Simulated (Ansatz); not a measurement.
# WS2: biaxial against axial strain

The task, for WS2: strain the cell in the xy plane and along z independently.

Method: DFT r2SCAN, scalar-relativistic, plane waves, PAW, in Ansatz 0.2.0.

2 further runs of the same task are left out: 2 set aside as unsound or not needed. Runs told in other sessions of the task aren't counted.

### Step 1. The starting structure

It takes space group R3m (No. 160, trigonal). Conventional cell: a = 3.182 Å, b = 3.182 Å, c = 19.644 Å, α = 90.00°, β = 90.00°, γ = 120.00°. W (site symmetry 3m) is surrounded by 6 S at 2.41 Å. Around S (site symmetry 3m) lie 3 W at 2.41 Å.

Coordinates:

```cif
data_structure
_symmetry_space_group_name_H-M 'P 1'
_symmetry_Int_Tables_number 1
_cell_length_a 6.8007
_cell_length_b 6.8007
_cell_length_c 6.8007
_cell_angle_alpha 27.061
_cell_angle_beta 27.061
_cell_angle_gamma 27.061
_cell_volume 57.43
loop_
_atom_site_label
_atom_site_type_symbol
_atom_site_fract_x
_atom_site_fract_y
_atom_site_fract_z
_atom_site_occupancy
W1 W 0.99933 0.99933 0.99933 1
S1 S 0.74536 0.74536 0.74536 1
S2 S 0.58662 0.58662 0.58662 1
```

This cell was relaxed beforehand with the same method: volume 19.14 Å³/atom, gap on the mesh 1.37 eV.

### Step 2. The reference: the undisturbed cell on the scan's mesh

input.yaml

```yaml
crystal:
  lattice:
    - [1.5911317569, 0.9186403482, 6.5478538018]
    - [-1.5911317569, 0.9186403482, 6.5478538018]
    - [0.0, -1.8372806963, 6.5478538018]
  atoms:
    - { symbol: W, position: [0.9993259061, 0.9993259061, 0.9993259061] }
    - { symbol: S, position: [0.74535596, 0.74535596, 0.74535596] }
    - { symbol: S, position: [0.5866181338, 0.5866181338, 0.5866181338] }
basis:
  ecutwfc: 500
kpoints:
  mp_grid: { grid: [12, 12, 12] }
hamiltonian:
  xc: r2scan
scf:
  occupations: { method: gaussian, width: 0.05 }
output:
  forces: true
  stress: true
  eigenvalues: true
  write_density: true
  write_potential: true
  elf: true
  volumetric_format: npy
```

Command:

```sh
$ ansatz run input.yaml --threads 2 --pin off --max-ram 5120MiB --backend cpu --events-out ev --progress --plain --runs-dir out
```

Further runs follow: At p = -0.080, q = -0.080; At p = -0.080, q = 0.000; At p = -0.080, q = 0.080; point p = 0.000, q = -0.080; p = 0.000, q = 0.080; At p = 0.080, q = -0.080; point p = 0.080, q = 0.000; p = 0.080, q = 0.080; p = -0.080, q = -0.040; p = -0.080, q = 0.040; point p = -0.040, q = -0.080; At p = -0.040, q = 0.000; point p = -0.040, q = 0.080; point p = 0.000, q = -0.040.

What does the calculation give? Wanted: highest point; lowest point away from the origin.

The runs gave:

```
                         quantity                                        value
                    highest point  707.7 meV/atom at (p, q) = (-0.080, -0.080)
lowest point away from the origin             29.3 meV/atom at (0.000, -0.040)
```

In words: The undisturbed cell is the lowest computed point. At |p| = |q| = 0.080, points where p and q have the same sign cost 560.8 meV/atom on average, those of opposite sign 238.5: stretching in the plane is cheaper with a contraction along z. The gap on the mesh runs from 0.00 to 1.76 eV over the map. Spin-orbit coupling is left out, which matters for the bands of W.
